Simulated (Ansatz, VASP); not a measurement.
## C in VASP and in Ansatz

```
CELL_PARAMETERS angstrom
4.25517 0.00000 0.00000
0.00000 4.25517 0.00000
0.00000 0.00000 1.28229
ATOMIC_POSITIONS crystal
C 0.50000 0.50000 0.50000
```

The cell was built by a generator and needn't be a form met in nature.

Alike in both runs: functional RPBE; k mesh 4 × 4 × 11; occupations fermi-dirac, width 0.05 eV; no spin polarisation.

|  | VASP | Ansatz |
| --- | --- | --- |
| version | VASP 6.6.1 | Ansatz 0.2.0 |
| potentials or method | VASP PAW PBE potentials, release 64 (C) | Ansatz PAW |
| plane-wave cutoff (eV) | 520 | 420 |
| valence electrons in the cell | 4 | 4 |
| task | single point | band structure |

Ansatz gave:

| Quantity | Value |
| --- | --- |
| gap on the k mesh at the Fermi level (eV) | none |
| pressure (GPa) | 1.7 |
| largest component of the traceless stress (GPa) | 3.95 |

Question: Which values does VASP return?

Answer: gap on the k mesh at the Fermi level (eV): none; pressure (GPa): 1.6; largest component of the traceless stress (GPa): 3.82.

A gap of «none» marks a metal or a gap that the smearing closes.

Caveats: the k mesh is coarse (spacing up to 0.45 Å⁻¹), so the values aren't converged; the PAW data sets were made with another functional, which shifts forces and pressure a little (VASP); the PAW data sets come from PBE, with cores solved anew for the run's functional, which leaves a small shift of forces and pressure (Ansatz).
